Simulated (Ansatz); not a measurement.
Write the native input for Ansatz 0.2.0 that does the following.

```
Task                : magnetic field
Functional          : BLYP
Potentials or basis : all-electron LAPW, scalar-relativistic
Cutoff              : 170 eV (chosen from the basis error)
Basis error allowed : 0.001 eV/atom
k mesh              : 10 × 10 × 10
Occupations         : fermi-dirac, width 0.01 eV
Spin                : collinear spin, ferromagnetic start
Starting moments    : [0.5] μB
Magnetic field      : 1000 T
```

Crystal: Tl.

```xyz
1
Lattice="-1.9560 1.9560 1.9560 1.9560 -1.9560 1.9560 1.9560 1.9560 -1.9560" Properties=species:S:1:pos:R:3 pbc="T T T"
Tl    0.0000    0.0000    0.0000
```

This isn't the form of Tl at room conditions, which is hcp.

The input as run:

input.yaml

```yaml
crystal:
  lattice: { a: 3.91199035, b: 3.91199035, c: 3.91199035, alpha: 90.0, beta: 90.0, gamma: 90.0 }
  space_group: 229
  setting: { hermann_mauguin: Im-3m }
  reduce_to_primitive: true
  atoms:
    - { symbol: Tl, position: [0.0, 0.0, 0.0], spin: 0.5 }
kpoints:
  mp_grid: { grid: [10, 10, 10] }
scf:
  occupations: { method: fermi_dirac, width: 0.01 }
hamiltonian:
  xc: blyp
  pseudopotentials: { kind: all_electron, lapw: { basis_error: 0.001 } }
magnetization:
  spin_polarized: true
  magnetic_field: 1000
output:
  forces: true
  stress: true
  eigenvalues: true
```

Potentials or basis: all-electron LAPW, scalar-relativistic.

Launch:

```sh
$ ansatz run input.yaml --threads 1 --pin off --max-ram 2560MiB --backend cpu --events-out ev --progress --plain --runs-dir out
```

Results of the run:

The pressure is 4.8 GPa. The band gap on the k mesh is none (metal or under the smearing width). The net moment is 0.02 μB per cell and the absolute moment is 0.02 μB per cell.

Caveat: the starting moments weren't kept.

Run time: 8 s on 1 thread of Intel(R) Xeon(R) 6975P-C (Granite Rapids) (shared host), peak memory 0.37 GiB.
